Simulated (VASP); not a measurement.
# InAs (F-43m) in VASP: single point with HSE06

Aim: the single point of InAs with HSE06.

All numbers are computed with VASP 6.6.1; they aren't measurements. Logs are shortened: lines on timing, memory, paths and dates and some standing lists are left out, and cuts for length are marked.

**Measured values to compare with.**

From a printed reference work, data compilation, for a bulk crystal of InAs at 4.2 K: band gap 0.418 eV (direct).

The runs below are set against these values where they give the same quantity.

### Step 1. The cell of the first run

Symmetry: F-43m, No. 216, cubic system. The conventional cell has a = 6.109 Å, b = 6.109 Å, c = 6.109 Å, α = 90.00°, β = 90.00°, γ = 90.00°. In (site symmetry -43m) has 4 As at 2.65 Å within 3.5 Å. Within 3.5 Å of As (site symmetry -43m) lie 4 In at 2.65 Å.

### Step 2. Single point, HSE06

Contents of POSCAR:

```
InAs
1.0
    0.0000000000      3.0545915924      3.0545915924
    3.0545915924      0.0000000000      3.0545915924
    3.0545915924      3.0545915924      0.0000000000
In As
1 1
Direct
    0.0000000000      0.0000000000      0.0000000000
    0.2500000000      0.2500000000      0.2500000000
```

Contents of INCAR.step1:

```
SYSTEM = InAs
PREC = Accurate
ENCUT = 520
EDIFF = 1E-5
ISMEAR = -1
SIGMA = 0.02
LREAL = .FALSE.
LASPH = .TRUE.
NELM = 80
ALGO = Normal
ISIF = 2
LWAVE = .TRUE.
LCHARG = .FALSE.
NBANDS = 16
GGA = PE
```

Contents of INCAR.step2:

```
SYSTEM = InAs
PREC = Accurate
ENCUT = 520
EDIFF = 1E-6
ISMEAR = -1
SIGMA = 0.02
LREAL = .FALSE.
LASPH = .TRUE.
NELM = 80
ALGO = Normal
ISIF = 2
LWAVE = .FALSE.
LCHARG = .FALSE.
GGA = PE
LHFCALC = .TRUE.
HFSCREEN = 0.2079
PRECFOCK = Normal
NBANDS = 16
ISTART = 1
```

Contents of KPOINTS:

```
Automatic mesh
0
G
  6 6 6
  0 0 0
```

Potentials or basis: VASP PAW PBE potentials, release 64 (In_d, As).

Started as:

```bash
$ cat potpaw_PBE.64/In_d/POTCAR potpaw_PBE.64/As/POTCAR > POTCAR
$ cp INCAR.step1 INCAR
$ mpirun -np 1 vasp_std > vasp.out
$ cp INCAR.step2 INCAR
$ mpirun -np 1 vasp_std > vasp.out
```

OUTCAR:

```text
SYSTEM = InAs
   PREC = Accurate
   ENCUT = 520
   EDIFF = 1E-6
   ISMEAR = -1
   LREAL = .FALSE.
   LASPH = .TRUE.
   NELM = 80
   ISIF = 2
   GGA = PE
   LHFCALC = .TRUE.
   HFSCREEN = 0.2079
   PRECFOCK = Normal
   ISTART = 1

 ion  position               nearest neighbor table
   1  0.000  0.000  0.000-   2 2.65   2 2.65   2 2.65   2 2.65
   2  0.250  0.250  0.250-   1 2.65   1 2.65   1 2.65   1 2.65

  LATTYP: Found a face centered cubic cell.
 ALAT       =     6.1091831848

  Lattice vectors:

 A1 = (   0.0000000000,   3.0545915924,   3.0545915924)
 A2 = (   3.0545915924,   0.0000000000,   3.0545915924)
 A3 = (   3.0545915924,   3.0545915924,   0.0000000000)

Analysis of symmetry for initial positions (statically):
=====================================================================
 Subroutine PRICEL returns:
 Original cell was already a primitive cell.

 Routine SETGRP: Setting up the symmetry group for a
 face centered cubic supercell.

 Subroutine GETGRP returns: Found 24 space group operations
 (whereof 24 operations were pure point group operations)
 out of a pool of 48 trial point group operations.

The static configuration has the point symmetry T_d .

Analysis of symmetry for dynamics (positions and initial velocities):
=====================================================================
 Subroutine PRICEL returns:
 Original cell was already a primitive cell.

 Routine SETGRP: Setting up the symmetry group for a
 face centered cubic supercell.

 Subroutine GETGRP returns: Found 24 space group operations
 (whereof 24 operations were pure point group operations)
 out of a pool of 48 trial point group operations.

The dynamic configuration has the point symmetry T_d .

 Subroutine INISYM returns: Found 24 space group operations
 (whereof 24 operations are pure point group operations),
 and found     1 'primitive' translations

----------------------------------------------------------------------------------------

                                     Primitive cell

  volume of cell :      57.0019

  direct lattice vectors                    reciprocal lattice vectors
     0.000000000  3.054591592  3.054591592    -0.163688004  0.163688004  0.163688004
     3.054591592  0.000000000  3.054591592     0.163688004 -0.163688004  0.163688004
     3.054591592  3.054591592  0.000000000     0.163688004  0.163688004 -0.163688004

  length of vectors
     4.319844857  4.319844857  4.319844857     0.283515939  0.283515939  0.283515939

  position of ions in fractional coordinates (direct lattice)
     0.000000000  0.000000000  0.000000000
     0.250000000  0.250000000  0.250000000

  ion indices of the primitive-cell ions
   primitive index   ion index
                 1           1
                 2           2

----------------------------------------------------------------------------------------

 KPOINTS: Automatic mesh

Automatic generation of k-mesh.
 Grid dimensions read from file:
 generate k-points for:    6    6    6

 Generating k-lattice:

  Cartesian coordinates                     Fractional coordinates (reciprocal lattice)
    -0.027281334  0.027281334  0.027281334     0.166666667  0.000000000  0.000000000
     0.027281334 -0.027281334  0.027281334     0.000000000  0.166666667  0.000000000
     0.027281334  0.027281334 -0.027281334     0.000000000  0.000000000  0.166666667

  Length of vectors
     0.047252657  0.047252657  0.047252657

  Shift w.r.t. Gamma in fractional coordinates (k-lattice)
     0.000000000  0.000000000  0.000000000

 Subroutine IBZKPT returns following result:
 ===========================================

 Found     16 irreducible k-points:

 Following reciprocal coordinates:
            Coordinates               Weight
  0.000000  0.000000  0.000000      1.000000
  0.166667  0.000000  0.000000      8.000000
  0.333333  0.000000  0.000000      8.000000
  0.500000  0.000000  0.000000      4.000000
  0.166667  0.166667  0.000000      6.000000
  0.333333  0.166667  0.000000     24.000000
[... 8 lines left out ...]
 -0.333333  0.333333  0.166667     24.000000
 -0.333333  0.500000  0.166667     12.000000
   k-points           NKPTS =     16   k-points in BZ     NKDIM =    216   number of bands    NBANDS=     16
   number of dos      NEDOS =    301   number of ions     NIONS =      2
   total plane-waves  NPLWV =  32768
   dimension x,y,z NGX =    32 NGY =   32 NGZ =   32
   dimension x,y,z NGXF=    64 NGYF=   64 NGZF=   64
   ions per type =               1   1
   NGX,Y,Z   is equivalent  to a cutoff of  12.31, 12.31, 12.31 a.u.
   NGXF,Y,Z  is equivalent  to a cutoff of  24.63, 24.63, 24.63 a.u.
 SYSTEM =  InAs
   PREC   = accura    normal or accurate (medium, high low for compatibility)
   ISTART =      1    job   : 0-new  1-cont  2-samecut
   ICHARG =      0    charge: 1-file 2-atom 10-const
   ISPIN  =      1    spin polarized calculation?
   LNONCOLLINEAR =      F non collinear calculations
   LSORBIT =      F    spin-orbit coupling
   LASPH  =      T    aspherical Exc in radial PAW
   ENCUT  =  520.0 eV  38.22 Ry    6.18 a.u.   8.03  8.03  8.03*2*pi/ulx,y,z
   NELM   =     80;   NELMIN=  2; NELMDL=  0     # of ELM steps
   EDIFF  = 0.1E-05   stopping-criterion for ELM
   LREAL  =      F    real-space projection
   EDIFFG = 0.1E-04   stopping-criterion for IOM
   NSW    =      0    number of steps for IOM
   IBRION =     -1    ionic relax: 0-MD 1-quasi-New 2-CG
   NFREE  =      0    steps in history (QN), initial steepest desc. (CG)
   ISIF   =      2    stress and relaxation
   ISYM   =      3    0-nonsym 1-usesym 2-fastsym
   POTIM  = 0.5000    time-step for ionic-motion
   TEBEG  =    0.0;   TEEND  =   0.0 temperature during run
   PSTRESS=    0.0 pullay stress
   NELECT =      18.0000    total number of electrons
   NUPDOWN=      -1.0000    fix difference up-down
   EMIN   =  10.00;   EMAX   =-10.00  energy-range for DOS
   EFERMI =   0.00;   METHOD = LEGACY
   ISMEAR =    -1;   SIGMA  =   0.02  broadening in eV -4-tet -1-fermi 0-gaus
   EFERMI_NEDOS =   21; number of points for ismear=-14 and -15
   IALGO  =     38    algorithm
   IMIX   =      1    mixing-type and parameters
     AMIX     =   0.40;   BMIX     =  1.00
     AMIX_MAG =   1.60;   BMIX_MAG =  1.00
  volume/ion in A,a.u.               =      28.50       192.33
  Fermi-wavevector in a.u.,A,eV,Ry     =   1.114814  2.106693 16.909468  1.242811
  Thomas-Fermi vector in A             =   2.251413
   LORBIT       =      0    0 simple, 1 ext, 2 COOP (PROOUT), +10 PAW based schemes
   GGA     = PE    functional components
   LHFCALC =     T    Hartree Fock is set to
   PRECFOCK=normal    Normal, Fast or Accurate (Low or Medium for compatibility)
   ENCUT4O =  -1.0   cutoff for four orbital integrals eV
   NKREDX  =     1    reduce k-point grid by
   NKREDY  =     1    reduce k-point grid by
   NKREDZ  =     1    reduce k-point grid by
   AEXX    =    0.2500 exact exchange contribution
   HFSCREEN=    0.2079 screening length (either q_TF or 0.3 A-1)
   HFSCREENC=   0.2079 screening length for correlation (either q_TF or 0.3 A-1)
   ENCUTFOCK=  -1.0 apply spherical cutoff to Coloumb kernel
   IVDW    =     0    specifies the selected vdW correction
   LEPSILON=     F    determine dielectric tensor
   LRPA    =     F    only Hartree local field effects (RPA)
 non-spin polarized calculation
  energy-cutoff  :      520.00
  volume of cell :       57.00
 maximum number of plane-waves:      1572
  NGX = 28; NGY = 28; NGZ = 28

 number of electron      17.9999996 magnetization

 Free energy of the ion-electron system (eV)
  ---------------------------------------------------
  ext. energy  EPLUGINS =         0.00000000
  ---------------------------------------------------
  free energy    TOTEN  =        -9.21635595 eV

  energy without entropy =       -9.21635508  energy(sigma->0) =       -9.21635552

 E-fermi :   3.9869     XC(G=0):  -7.4764

 val. band max:        3.7981383637   @ k =   0.0000   0.0000   0.0000
 cond. band min:       4.1536219369   @ k =   0.0000   0.0000   0.0000
 fundamental gap:      0.3554835731
 Fermi energy:         3.9868673121

 k-point     1 :       0.0000    0.0000    0.0000
  band No.  band energies     occupation
      1     -12.2826      2.00000
      2     -12.2826      2.00000
      3     -12.2826      2.00000
      4     -12.1617      2.00000
      5     -12.1617      2.00000
      6      -9.0296      2.00000
[... 8 lines left out ...]
     15      14.3128      0.00000
     16      14.3128      0.00000

 k-point     2 :       0.1667    0.0000    0.0000
  band No.  band energies     occupation
      1     -12.3089      2.00000
      2     -12.2738      2.00000
      3     -12.2738      2.00000
      4     -12.1617      2.00000
      5     -12.1617      2.00000
      6      -8.7390      2.00000
[... 8 lines left out ...]
     15      13.2045      0.00000
     16      13.2249      0.00000

 k-point     3 :       0.3333    0.0000    0.0000
  band No.  band energies     occupation
      1     -12.3582      2.00000
      2     -12.2590      2.00000
      3     -12.2590      2.00000
      4     -12.1587      2.00000
      5     -12.1587      2.00000
      6      -8.0140      2.00000
[... 8 lines left out ...]
     15      13.7188      0.00000
     16      13.7188      0.00000

 k-point     4 :       0.5000    0.0000    0.0000
  band No.  band energies     occupation
      1     -12.3816      2.00000
      2     -12.2535      2.00000
      3     -12.2535      2.00000
      4     -12.1553      2.00000
      5     -12.1553      2.00000
      6      -7.5171      2.00000
[... 8 lines left out ...]
     15      15.4910      0.00000
     16      15.4910      0.00000
[... 172 lines left out ...]
 k-point    14 :       0.5000    0.3333    0.1667
  band No.  band energies     occupation
      1     -12.3953      2.00000
      2     -12.2420      2.00000
      3     -12.2314      2.00000
      4     -12.1748      2.00000
      5     -12.1520      2.00000
      6      -7.4612      2.00000
[... 8 lines left out ...]
     15      15.3101      0.00000
     16      16.7106      0.00000

 k-point    15 :      -0.3333    0.3333    0.1667
  band No.  band energies     occupation
      1     -12.4058      2.00000
      2     -12.2413      2.00000
      3     -12.2238      2.00000
      4     -12.1714      2.00000
      5     -12.1553      2.00000
      6      -7.0805      2.00000
[... 8 lines left out ...]
     15      15.5387      0.00000
     16      16.5211      0.00000

 k-point    16 :      -0.3333    0.5000    0.1667
  band No.  band energies     occupation
      1     -12.4208      2.00000
      2     -12.2295      2.00000
      3     -12.2138      2.00000
      4     -12.1813      2.00000
      5     -12.1501      2.00000
      6      -6.9139      2.00000
[... 8 lines left out ...]
     15      16.3754      0.00000
     16      16.5432      0.00000

------------------------ aborting loop because EDIFF is reached ----------------------------------------

  FORCE on cell =-STRESS in cart. coord.  units (eV):
  Direction    XX          YY          ZZ          XY          YZ          ZX
  --------------------------------------------------------------------------------------
  -------------------------------------------------------------------------------------
  Total       -0.0860065     -0.0860065     -0.0860065      0.0000000      0.0000000      0.0000000
  in kB       -2.4174216     -2.4174216     -2.4174216      0.0000000      0.0000000      0.0000000
  external PRESSURE =      -2.4174216 kB  Pullay stress =       0.0000000 kB

 VOLUME and BASIS-vectors are now :
 -----------------------------------------------------------------------------
  energy-cutoff  :      520.00
  volume of cell :       57.00
      direct lattice vectors                 reciprocal lattice vectors
     0.000000000  3.054591592  3.054591592    -0.163688004  0.163688004  0.163688004
     3.054591592  0.000000000  3.054591592     0.163688004 -0.163688004  0.163688004
     3.054591592  3.054591592  0.000000000     0.163688004  0.163688004 -0.163688004

 POSITION                                       TOTAL-FORCE (eV/Angst)
 -----------------------------------------------------------------------------------
      0.00000      0.00000      0.00000         0.000000      0.000000     -0.000000
      1.52730      1.52730      1.52730        -0.000000     -0.000000      0.000000
 -----------------------------------------------------------------------------------
    total drift:                                0.000024      0.000022      0.000011

  FREE ENERGIE OF THE ION-ELECTRON SYSTEM (eV)
  ---------------------------------------------------
  free  energy   TOTEN  =        -9.2163559546 eV

  energy  without entropy=       -9.2163550784  energy(sigma->0) =       -9.21635552
```

It took 2 h on 1 thread of Oxide Virtual Turin-like, shared host; peak memory 0.29 GiB.

Results:

```
Free energy            : -9.2164 eV
Pressure               : -0.2 GPa
Band gap on the k mesh : 0.36 eV
```

Levels at points of the mesh, in eV from the valence-band top:
```tsv
k point	band 7	band 8	band 9	band 10	band 11	band 12
(0.00, 0.00, 0.00)	0.00	0.00	0.00	0.36	4.65	4.65
(0.50, 0.00, 0.00)	-6.09	-1.02	-1.02	1.57	5.43	5.43
(0.50, 0.50, 0.00)	-6.18	-2.42	-2.42	2.17	2.71	10.08
```

Caveat: the PAW data sets were made with another functional, which shifts forces and pressure a little; spin-orbit coupling is left out, which moves the levels of the heavy elements.

### Step 3. How close it comes

Step 2. A measured gap of InAs is 0.418 eV (direct; 4.2 K; a printed reference work, data compilation); the calculated 0.36 eV misses it by -0.06 eV. Spin-orbit coupling on As, In is left out. The value is that of HSE06, without temperature or zero-point motion.
